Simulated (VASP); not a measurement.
# Cs (I4/mmm) in VASP: a series of runs, part 2 of 2

VASP 6.6.1.

### Step 3. Relaxation of cell and atoms, PBE

This run uses another cell than the first one, of 123.95 Å³/atom, 1.061 times its volume.

The input, INCAR:

```
SYSTEM = Cs
ALGO = Normal ; EDIFF = 1E-6
EDIFFG = -0.005 ; ENCUT = 600
GGA = PE ; IBRION = 2
ISIF = 3 ; ISMEAR = 0
LASPH = .True. ; LCHARG = .False.
LREAL = .False. ; LWAVE = .False.
NELM = 80 ; NSW = 100
PREC = Accurate ; SIGMA = 0.1
```

The input, KPOINTS:

```
k-points
0
Gamma
  12 12 12
  0 0 0
```

The input, POSCAR:

```
Cs
1.0
   -2.7500754600      2.7500754600      4.0972389800
    2.7500754600     -2.7500754600      4.0972389800
    2.7500754600      2.7500754600     -4.0972389800
Cs
1
Direct
    0.0000000000      0.0000000000      0.0000000000
```

Potentials or basis: VASP PAW PBE potentials, release 64 (Cs_sv).

The run is started by

```console
cat potpaw_PBE.64/Cs_sv/POTCAR > POTCAR
mpirun -np 1 vasp_std > vasp.out
```

OUTCAR:

```text
SYSTEM = Cs
   EDIFF = 1E-6
   EDIFFG = -0.005
   ENCUT = 600
   GGA = PE
   IBRION = 2
   ISIF = 3
   ISMEAR = 0
   LASPH = .True.
   LREAL = .False.
   NELM = 80
   NSW = 100
   PREC = Accurate

 ion  position               nearest neighbor table
   1  0.000  0.000  0.000-

  LATTYP: Found a body centered tetragonal cell.
 ALAT       =     5.5001509200
 C/A-ratio  =     1.4898642018

  Lattice vectors:

 A1 = (  -2.7500754600,   2.7500754600,   4.0972389800)
 A2 = (   2.7500754600,  -2.7500754600,   4.0972389800)
 A3 = (   2.7500754600,   2.7500754600,  -4.0972389800)

Analysis of symmetry for initial positions (statically):
=====================================================================
 Subroutine PRICEL returns:
 Original cell was already a primitive cell.

 Routine SETGRP: Setting up the symmetry group for a
 body centered tetragonal supercell.

 Subroutine GETGRP returns: Found 16 space group operations
 (whereof 16 operations were pure point group operations)
 out of a pool of 16 trial point group operations.

The static configuration has the point symmetry D_4h.

Analysis of symmetry for dynamics (positions and initial velocities):
=====================================================================
 Subroutine PRICEL returns:
[... 264 lines left out ...]

 number of electron       8.9999999 magnetization

------------------------ aborting loop because EDIFF is reached ----------------------------------------
[... 65 lines left out ...]
--------------------------------------- Ionic step       12  -------------------------------------------

 number of electron       8.9999999 magnetization

 Free energy of the ion-electron system (eV)
  ---------------------------------------------------
  ext. energy  EPLUGINS =         0.00000000
  ---------------------------------------------------
  free energy    TOTEN  =        -0.85437062 eV

  energy without entropy =       -0.84778817  energy(sigma->0) =       -0.85107939

 E-fermi :   0.3941     XC(G=0):  -5.3550

 val. band max:        0.3829258312   @ k =  -0.3333  -0.4167   0.3333
 cond. band min:       0.4128220410   @ k =   0.5000   0.0833   0.0000
 fundamental gap:      0.0298962097
 Fermi energy:         0.3941023155

 k-point     1 :       0.0000    0.0000    0.0000
  band No.  band energies     occupation
      1     -23.4618      2.00000
      2     -10.2100      2.00000
      3     -10.2088      2.00000
      4     -10.2088      2.00000
      5      -1.2552      2.00000
      6       2.8074      0.00000
      7       2.8074      0.00000
      8       2.9121      0.00000
[... 243 lines left out ...]
 k-point    24 :      -0.4167    0.1667   -0.0000
  band No.  band energies     occupation
      1     -23.4567      2.00000
      2     -10.3083      2.00000
      3     -10.2393      2.00000
      4     -10.2321      2.00000
      5       0.0875      1.99999
      6       1.5628      0.00000
      7       2.3054      0.00000
      8       3.0438      0.00000

 [... further k-points ...]
[... 5 lines left out ...]
  --------------------------------------------------------------------------------------
  -------------------------------------------------------------------------------------
  Total        0.0005269      0.0005269     -0.0040894      0.0000000      0.0000000      0.0000000
  in kB        0.0071908      0.0071908     -0.0558120      0.0000000      0.0000000      0.0000000
  external PRESSURE =      -0.0138101 kB  Pullay stress =       0.0000000 kB
[... 16 lines left out ...]
  FREE ENERGIE OF THE ION-ELECTRON SYSTEM (eV)
  ---------------------------------------------------
  free  energy   TOTEN  =        -0.8543706180 eV

  energy  without entropy=       -0.8477881711  energy(sigma->0) =       -0.85107939

 reached required accuracy - stopping structural energy minimisation
```

It took 12 min on 1 thread of AMD EPYC 9R45 (Zen 5), shared host; peak memory 0.44 GiB.

Results:

| Property | Result |
| --- | --- |
| Free energy | -0.8544 eV |
| Relaxed volume | 117.39 Å³/atom |
| Relaxed cell | a = 5.467 Å, b = 5.467 Å, c = 5.467 Å, α = 118.88°, β = 118.88°, γ = 91.95° |
| Space group after relaxing (to 0.05 Å) | I4/mmm (No. 139) |
| Energy gained by relaxing | 2.3 meV/atom |
| Ionic steps | 12 |
| Pressure after relaxing | 0.0 GPa |
| Band gap on the k mesh | none (metal or under the smearing width) |

The path:
```
step  energy change (eV)  largest force (eV/Å)  pressure (GPa)  volume (Å³)
   1              0.0000                0.0000           -0.10       123.95
   2             -0.0008                0.0000           -0.08       122.59
   3             -0.0021                0.0000           -0.02       118.58
   4             -0.0022                0.0000            0.00       117.08
   5             -0.0022                0.0000            0.00       117.21
   6             -0.0022                0.0000           -0.01       117.89
   7             -0.0022                0.0000            0.00       117.34
   8             -0.0022                0.0000            0.00       117.35
   9             -0.0023                0.0000            0.00       117.37
  10             -0.0024                0.0000            0.00       117.40
  11             -0.0025                0.0000            0.00       117.43
  12             -0.0023                0.0000            0.00       117.39
```

Final structure:
```xyz
1
Lattice="-2.7794 2.7794 3.7990 2.7794 -2.7794 3.7990 2.7794 2.7794 -3.7990" Properties=species:S:1:pos:R:3 pbc="T T T"
Cs    0.0000    0.0000    0.0000
```

Spin-orbit coupling is left out, which matters for the levels of Cs.

### Step 4. Single point, PBE (clean slab, lower half held)

The input, INCAR:

```
SYSTEM = Cs
PREC     = Accurate       ! precision mode
ENCUT    = 520            ! plane-wave cutoff, eV
EDIFF    = 1E-6           ! SCF threshold, eV
ISMEAR   = 0              ! smearing method
SIGMA    = 0.1            ! smearing width, eV
LREAL    = .False.        ! projectors in reciprocal space
LASPH    = .True.         ! aspherical terms in the spheres
NELM     = 80             ! most SCF steps
ALGO     = Fast           ! electronic algorithm
ISIF     = 2              ! what is computed and relaxed
LWAVE    = .False.        ! write WAVECAR
LCHARG   = .False.        ! write CHGCAR
LDIPOL   = .True.       
IDIPOL   = 3            
DIPOL    = 0.5 0.5 0.500
GGA      = PE             ! functional
NBANDS   = 16             ! bands
```

The input, KPOINTS:

```
regular mesh
0
Gamma
  5 5 1
  0 0 0
```

The input, POSCAR:

```
Cs
1.0
    5.5279056150      0.0000000000      0.0000000000
    0.2312776588      5.5230653747      0.0000000000
    0.0000000000      0.0000000000     20.8261769052
Cs
2
Direct
    0.5000000000      0.5000000000      0.4081401996
    0.0000000000      0.0000000000      0.5918598004
```

The run is started by

```console
cat potpaw_PBE.64/Cs_sv/POTCAR > POTCAR
mpirun -np 1 vasp_std > vasp.out
```

It took 94 s on 1 thread of AMD EPYC 9R45 (Zen 5), shared host; peak memory 0.53 GiB.

Results (log left out):

```
Free energy            : -1.4582 eV
Largest force          : 0.006 eV/Å
Band gap on the k mesh : none (metal or under the smearing width)
```

Forces on the atoms (eV/Å):
```
Cs   0.000  0.000  0.006
Cs   0.000  0.000 -0.006
```

Levels at points of the mesh, in eV from the Fermi level:
```csv
k point,band 5,band 6,band 7,band 8,band 9,band 10,band 11,band 12,band 13,band 14
"(0.00, 0.00, 0.00)",-10.76,-10.75,-10.73,-10.73,-1.24,-0.33,0.89,1.17,1.29,1.98
```

### Step 5. Summary

| task | cell | k mesh | cutoff (eV) | dipole correction | gap on the mesh (eV) | pressure (GPa) |
| --- | --- | --- | --- | --- | --- | --- |
| single point | I4/mmm, 116.82 Å³/atom | 12 × 12 × 12 | 520 | no | none | 0.0 |
| relaxation of cell and atoms | relaxed | 12 × 12 × 12 | 600 | no | none | 0.0 |
| single point | clean slab, lower half held | 5 × 5 × 1 | 520 | yes | none | - |

Alike in all rows: level PBE; potentials or basis VASP PAW PBE potentials, release 64 (Cs_sv); no spin polarisation; smearing gaussian 0.1 eV.

Absolute energies hang on the potentials; compare differences alone.
